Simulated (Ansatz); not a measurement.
NaBr (rock salt, Fm-3m), plane-wave PAW PBE (Ansatz code): ε∞ = 2.83, cell volume 54.96 Å³. Infrared-active transverse modes:

```json
[
 {"ω_TO (cm⁻¹)": "122.0", "oscillator strength S_xx (e²/amu)": "0.07330"}
]
```

Q: Compute the static dielectric constant.

A: Each mode adds (4.921e7/V) S/ω²: 4.41. So ε0 = 7.24.

Q: What LO frequency does the Lyddane–Sachs–Teller relation give?

A: ω_LO = ω_TO √(ε0/ε∞) = 195 cm⁻¹.

Symmetry was held in the PBE relaxation; phonons on a q-mesh show no instability. Spin–orbit coupling is left out wherever it is not named.

Potentials: the later of the program's two PAW sets.
